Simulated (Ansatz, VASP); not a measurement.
## Na3H: VASP beside Ansatz

Contents of INCAR:

```
  ALGO = Normal
  EDIFF = 1E-7
  ENCUT = 520
  GGA = PE
  ISIF = 2
  ISMEAR = 0
  LASPH = T
  LCHARG = T
  LELF = T
  LREAL = F
  LVHAR = T
  LWAVE = F
  NBANDS = 19
  NELM = 100
  PREC = Accurate
  SIGMA = 0.1
```

The input KPOINTS:

```
k-points
0
Gamma
  6 4 2
```

Contents of POSCAR:

```
Na3H
1.0
    2.5218626600      0.0000000000      0.0000000000
    0.0000000000      3.9590129900      0.0000000000
    0.0000000000      0.0000000000      7.6183511800
Na H
3 1
Direct
    0.5000000000      0.0000000000      0.0000000000
    0.5000000000      0.0000000000      0.6877655800
    0.5000000000      0.0000000000      0.3122344200
    0.0000000000      0.0000000000      0.5000000000
```

Input for Ansatz:

```yaml
crystal:
  lattice:
    - [2.52186266, 0.0, 0.0]
    - [0.0, 3.95901299, 0.0]
    - [0.0, 0.0, 7.61835118]
  atoms:
    - { symbol: Na, position: [0.5, 0.0, 0.0] }
    - { symbol: Na, position: [0.5, 0.0, 0.68776558] }
    - { symbol: Na, position: [0.5, 0.0, 0.31223442] }
    - { symbol: H, position: [0.0, 0.0, 0.5] }
basis:
  ecutwfc: 420
kpoints:
  mp_grid: { grid: [6, 4, 2] }
hamiltonian:
  xc: pbe
scf:
  occupations: { method: gaussian, width: 0.1 }
  lower_state_search: "off"
output:
  forces: true
  stress: true
  eigenvalues: true
```

Alike in both runs: task single point; functional PBE; k mesh 6 × 4 × 2; occupations gaussian, width 0.1 eV; no spin polarisation.

|  | VASP | Ansatz |
| --- | --- | --- |
| version | VASP 6.6.1 | Ansatz 0.2.0 |
| potentials or method | VASP PAW PBE potentials, release 64 (Na_pv, H) | scalar-relativistic, plane waves, PAW |
| plane-wave cutoff (eV) | 520 | 420 |
| valence electrons in the cell | 22 | 28 |

VASP gave:

| Quantity | Value |
| --- | --- |
| gap on the k mesh at the Fermi level (eV) | none |
| pressure (GPa) | 14.7 |
| largest component of the traceless stress (GPa) | 17.02 |
| rms of the force components (eV/Å) | 0.139 |

Q: What did Ansatz give for the same quantities?

A: gap on the k mesh at the Fermi level (eV): none; pressure (GPa): 14.6; largest component of the traceless stress (GPa): 16.91; rms of the force components (eV/Å): 0.145.

Atom by atom the forces differ by 0.006 eV/Å (rms over components). A gap of «none» marks a metal or a gap that the smearing closes. The two sets of potentials don't hold the same shells in valence.

Caveats: the k mesh is coarse (spacing up to 0.42 Å⁻¹), so the values aren't converged.
